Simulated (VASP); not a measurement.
# Ta (Im-3m) in VASP: notebook

One crystal, Ta, is run at these levels: r2SCAN; tasks: relaxation of the atoms.

Program: VASP 6.6.1. These are calculated values, not measurements. Logs are shortened: lines on timing, memory, paths and dates and some standing lists are left out, and cuts for length are marked.

### Step 1. The undisturbed crystal

Symmetry: Im-3m, No. 229, cubic system. Conventional cell: a = 3.303 Å, b = 3.303 Å, c = 3.303 Å, α = 90.00°, β = 90.00°, γ = 90.00°. Around Ta (site symmetry m-3m) lie 8 Ta at 2.86 Å.

### Step 2. Relaxation of the atoms, r2SCAN (a relaxed cell with its volume scaled by 1.04)

INCAR

```
SYSTEM = Ta
PREC = Accurate
ENCUT = 600
EDIFF = 1E-7
ISMEAR = 1
SIGMA = 0.1
LREAL = .False.
LASPH = .True.
NELM = 80
ALGO = Normal
ISIF = 2
LWAVE = .False.
LCHARG = .False.
METAGGA = R2SCAN
LMIXTAU = .True.
IBRION = 2
NSW = 40
EDIFFG = -0.01
```

KPOINTS

```
regular mesh
0
Gamma
  16 16 16
  0 0 0
```

POSCAR

```
Ta                                      
1.0
   -1.6769907490      1.6769907490      1.6769907490
    1.6769907490     -1.6769907490      1.6769907490
    1.6769907490      1.6769907490     -1.6769907490
  Ta            
     1
Direct
     0.0000000000000000    0.0000000000000000    0.0000000000000000
```

Potentials or basis: VASP PAW PBE potentials, release 64 (Ta_pv).

Launch:

```console
> cat potpaw_PBE.64/Ta_pv/POTCAR > POTCAR
> mpirun -np 1 vasp_std > vasp.out
```

OUTCAR:

```text
SYSTEM = Ta
   PREC = Accurate
   ENCUT = 600
   EDIFF = 1E-7
   ISMEAR = 1
   LREAL = .False.
   LASPH = .True.
   NELM = 80
   ISIF = 2
   METAGGA = R2SCAN
   IBRION = 2
   NSW = 40
   EDIFFG = -0.01

 ion  position               nearest neighbor table
   1  0.000  0.000  0.000-

  LATTYP: Found a body centered cubic cell.
 ALAT       =     3.3539814980

  Lattice vectors:

 A1 = (  -1.6769907490,   1.6769907490,   1.6769907490)
 A2 = (   1.6769907490,  -1.6769907490,   1.6769907490)
 A3 = (   1.6769907490,   1.6769907490,  -1.6769907490)

Analysis of symmetry for initial positions (statically):
=====================================================================
 Subroutine PRICEL returns:
 Original cell was already a primitive cell.

 Routine SETGRP: Setting up the symmetry group for a
 body centered cubic supercell.

 Subroutine GETGRP returns: Found 48 space group operations
 (whereof 48 operations were pure point group operations)
 out of a pool of 48 trial point group operations.

The static configuration has the point symmetry O_h .

Analysis of symmetry for dynamics (positions and initial velocities):
=====================================================================
 Subroutine PRICEL returns:
 Original cell was already a primitive cell.

 Routine SETGRP: Setting up the symmetry group for a
 body centered cubic supercell.

 Subroutine GETGRP returns: Found 48 space group operations
 (whereof 48 operations were pure point group operations)
 out of a pool of 48 trial point group operations.

The dynamic configuration has the point symmetry O_h .

 Subroutine INISYM returns: Found 48 space group operations
 (whereof 48 operations are pure point group operations),
 and found     1 'primitive' translations

----------------------------------------------------------------------------------------

                                     Primitive cell

  volume of cell :      18.8648

  direct lattice vectors                    reciprocal lattice vectors
    -1.676990749  1.676990749  1.676990749     0.000000000  0.298153106  0.298153106
     1.676990749 -1.676990749  1.676990749     0.298153106  0.000000000  0.298153106
     1.676990749  1.676990749 -1.676990749     0.298153106  0.298153106  0.000000000

  length of vectors
     2.904633181  2.904633181  2.904633181     0.421652166  0.421652166  0.421652166

  position of ions in fractional coordinates (direct lattice)
     0.000000000  0.000000000  0.000000000

  ion indices of the primitive-cell ions
   primitive index   ion index
                 1           1

----------------------------------------------------------------------------------------

 KPOINTS: regular mesh

Automatic generation of k-mesh.
 Grid dimensions read from file:
 generate k-points for:   16   16   16

 Generating k-lattice:

  Cartesian coordinates                     Fractional coordinates (reciprocal lattice)
     0.000000000  0.018634569  0.018634569     0.062500000  0.000000000  0.000000000
     0.018634569  0.000000000  0.018634569     0.000000000  0.062500000  0.000000000
     0.018634569  0.018634569  0.000000000     0.000000000  0.000000000  0.062500000

  Length of vectors
     0.026353260  0.026353260  0.026353260

  Shift w.r.t. Gamma in fractional coordinates (k-lattice)
     0.000000000  0.000000000  0.000000000

 Subroutine IBZKPT returns following result:
 ===========================================

 Found    145 irreducible k-points:

 Following reciprocal coordinates:
            Coordinates               Weight
  0.000000  0.000000  0.000000      1.000000
  0.062500  0.000000  0.000000     12.000000
  0.125000  0.000000  0.000000     12.000000
  0.187500  0.000000  0.000000     12.000000
  0.250000  0.000000  0.000000     12.000000
  0.312500  0.000000  0.000000     12.000000
[... 16 lines left out ...]
  0.187500  0.187500  0.000000     24.000000
  0.250000  0.187500  0.000000     48.000000
 [... further k-points ...]
   k-points           NKPTS =    145   k-points in BZ     NKDIM =    145   number of bands    NBANDS=      9
   number of dos      NEDOS =    301   number of ions     NIONS =      1
   total plane-waves  NPLWV =  13824
   dimension x,y,z NGX =    24 NGY =   24 NGZ =   24
   dimension x,y,z NGXF=    48 NGYF=   48 NGZF=   48
   ions per type =               1
   NGX,Y,Z   is equivalent  to a cutoff of  13.74, 13.74, 13.74 a.u.
   NGXF,Y,Z  is equivalent  to a cutoff of  27.47, 27.47, 27.47 a.u.
 SYSTEM =  Ta
   PREC   = accura    normal or accurate (medium, high low for compatibility)
   ISTART =      0    job   : 0-new  1-cont  2-samecut
   ICHARG =      2    charge: 1-file 2-atom 10-const
   ISPIN  =      1    spin polarized calculation?
   LNONCOLLINEAR =      F non collinear calculations
   LSORBIT =      F    spin-orbit coupling
   LASPH  =      T    aspherical Exc in radial PAW
   ENCUT  =  600.0 eV  44.10 Ry    6.64 a.u.   5.80  5.80  5.80*2*pi/ulx,y,z
   NELM   =     80;   NELMIN=  2; NELMDL= -5     # of ELM steps
   EDIFF  = 0.1E-06   stopping-criterion for ELM
   LREAL  =      F    real-space projection
   EDIFFG = -.1E-01   stopping-criterion for IOM
   NSW    =     40    number of steps for IOM
   IBRION =      2    ionic relax: 0-MD 1-quasi-New 2-CG
   NFREE  =      1    steps in history (QN), initial steepest desc. (CG)
   ISIF   =      2    stress and relaxation
   ISYM   =      2    0-nonsym 1-usesym 2-fastsym
   POTIM  = 0.5000    time-step for ionic-motion
   TEBEG  =    0.0;   TEEND  =   0.0 temperature during run
   PSTRESS=    0.0 pullay stress
   NELECT =      11.0000    total number of electrons
   NUPDOWN=      -1.0000    fix difference up-down
   EMIN   =  10.00;   EMAX   =-10.00  energy-range for DOS
   EFERMI =   0.00;   METHOD = LEGACY
   ISMEAR =     1;   SIGMA  =   0.10  broadening in eV -4-tet -1-fermi 0-gaus
   EFERMI_NEDOS =   21; number of points for ismear=-14 and -15
   IALGO  =     38    algorithm
   IMIX   =      4    mixing-type and parameters
     AMIX     =   0.40;   BMIX     =  1.00
     AMIX_MAG =   1.60;   BMIX_MAG =  1.00
  volume/ion in A,a.u.               =      18.86       127.31
  Fermi-wavevector in a.u.,A,eV,Ry     =   1.367692  2.584564 25.450816  1.870582
  Thomas-Fermi vector in A             =   2.493722
   LORBIT       =      0    0 simple, 1 ext, 2 COOP (PROOUT), +10 PAW based schemes
   METAGGA = R2SCAN    functional components
   LHFCALC =     F    Hartree Fock is set to
   AEXX    =    0.0000 exact exchange contribution
   IVDW    =     0    specifies the selected vdW correction
   LEPSILON=     F    determine dielectric tensor
   LRPA    =     F    only Hartree local field effects (RPA)
 conjugate gradient relaxation of ions
 non-spin polarized calculation
 Methfessel and Paxton  Order N= 1 SIGMA  =   0.10
  energy-cutoff  :      600.00
  volume of cell :       18.86
 maximum number of plane-waves:       664
   NGX = 11   NGY = 11   NGZ = 11

 number of electron      10.9999998 magnetization

 Free energy of the ion-electron system (eV)
  ---------------------------------------------------
  ext. energy  EPLUGINS =         0.00000000
  ---------------------------------------------------
  free energy    TOTEN  =       -48.56047237 eV

  energy without entropy =      -48.55947475  energy(sigma->0) =      -48.56013983

 E-fermi :   4.9389     XC(G=0): -13.5071

 val. band max:        4.9349482475   @ k =   0.5000   0.5000   0.1250
 cond. band min:       4.9461842505   @ k =  -0.1875   0.2500   0.0625
 fundamental gap:      0.0112360030
 Fermi energy:         4.9388592364

 k-point     1 :       0.0000    0.0000    0.0000
  band No.  band energies     occupation
      1     -29.4732      2.00000
      2     -29.4732      2.00000
      3     -29.4732      2.00000
      4      -3.1912      2.00000
      5       5.7906     -0.00000
      6       5.7906     -0.00000
      7       5.7906     -0.00000
      8       9.1125      0.00000
      9       9.1125      0.00000

 k-point     2 :       0.0625    0.0000    0.0000
  band No.  band energies     occupation
      1     -29.5168      2.00000
      2     -29.4866      2.00000
      3     -29.4734      2.00000
      4      -3.0187      2.00000
      5       5.6779     -0.00000
      6       5.7556     -0.00000
      7       5.9572     -0.00000
      8       8.9324      0.00000
      9       9.1122      0.00000

 k-point     3 :       0.1250    0.0000    0.0000
  band No.  band energies     occupation
      1     -29.6393      2.00000
      2     -29.5246      2.00000
      3     -29.4740      2.00000
      4      -2.5219      2.00000
      5       5.3734     -0.00000
      6       5.6039     -0.00000
      7       6.4507     -0.00000
      8       8.5858      0.00000
      9       9.1231      0.00000

 k-point     4 :       0.1875    0.0000    0.0000
  band No.  band energies     occupation
      1     -29.8184      2.00000
      2     -29.5811      2.00000
      3     -29.4748      2.00000
      4      -1.7669      2.00000
      5       4.9564      0.70859
      6       5.2791     -0.00002
      7       7.2504      0.00000
      8       8.4080      0.00000
      9       9.1723      0.00000
[... 205 lines left out ...]
 k-point    22 :       0.4375    0.1250    0.0000
  band No.  band energies     occupation
      1     -30.4808      2.00000
      2     -29.8678      2.00000
      3     -29.5351      2.00000
      4       1.0944      2.00000
      5       3.5903      2.00000
      6       5.5198     -0.00000
      7       8.7728      0.00000
      8      10.1951      0.00000
      9      13.2302      0.00000

 k-point    23 :       0.1875    0.1875    0.0000
  band No.  band energies     occupation
      1     -30.2010      2.00000
      2     -29.7282      2.00000
      3     -29.5498      2.00000
      4       0.3985      2.00000
      5       4.0350      2.00000
      6       4.3778      2.00000
      7       8.1799      0.00000
      8       9.8207      0.00000
      9      10.2205      0.00000

 k-point    24 :       0.2500    0.1875    0.0000
  band No.  band energies     occupation
      1     -30.3061      2.00000
      2     -29.8168      2.00000
      3     -29.5637      2.00000
      4       1.1402      2.00000
      5       3.7516      2.00000
      6       4.3396      2.00000
      7       8.4190      0.00000
      8       9.8995      0.00000
      9      11.6015      0.00000

 [... further k-points ...]

------------------------ aborting loop because EDIFF is reached ----------------------------------------

  FORCE on cell =-STRESS in cart. coord.  units (eV):
  Direction    XX          YY          ZZ          XY          YZ          ZX
  --------------------------------------------------------------------------------------
  -------------------------------------------------------------------------------------
  Total       -0.8601532     -0.8601532     -0.8601532      0.0000000     -0.0000000      0.0000000
  in kB      -73.0523815    -73.0523815    -73.0523815      0.0000000     -0.0000000      0.0000000
  external PRESSURE =     -73.0523815 kB  Pullay stress =       0.0000000 kB

 VOLUME and BASIS-vectors are now :
 -----------------------------------------------------------------------------
  energy-cutoff  :      600.00
  volume of cell :       18.86
      direct lattice vectors                 reciprocal lattice vectors
    -1.676990749  1.676990749  1.676990749     0.000000000  0.298153106  0.298153106
     1.676990749 -1.676990749  1.676990749     0.298153106  0.000000000  0.298153106
     1.676990749  1.676990749 -1.676990749     0.298153106  0.298153106  0.000000000

 POSITION                                       TOTAL-FORCE (eV/Angst)
 -----------------------------------------------------------------------------------
      0.00000      0.00000      0.00000        -0.000000      0.000000      0.000000
 -----------------------------------------------------------------------------------
    total drift:                                0.000000      0.000000     -0.000000

  FREE ENERGIE OF THE ION-ELECTRON SYSTEM (eV)
  ---------------------------------------------------
  free  energy   TOTEN  =       -48.5604723705 eV

  energy  without entropy=      -48.5594747547  energy(sigma->0) =      -48.56013983

 reached required accuracy - stopping structural energy minimisation
```

Run time: 43 s. Hardware: 1 thread of Intel Xeon 6975P-C (Granite Rapids), shared host; peak memory 0.17 GiB.

Results:

```
Free energy             : -48.5605 eV
Pressure after relaxing : -7.3 GPa
Band gap on the k mesh  : none (metal or under the smearing width)
```

Final structure:
```xyz
1
Lattice="-1.6770 1.6770 1.6770 1.6770 -1.6770 1.6770 1.6770 1.6770 -1.6770" Properties=species:S:1:pos:R:3 pbc="T T T"
Ta    0.0000    0.0000    0.0000
```

Caveat: the relaxation stopped at its first step, so nothing moved; the PAW data sets were made with another functional, which shifts forces and pressure a little. Spin-orbit coupling is left out, which matters for the levels of Ta.

[end of part 1 of 2]
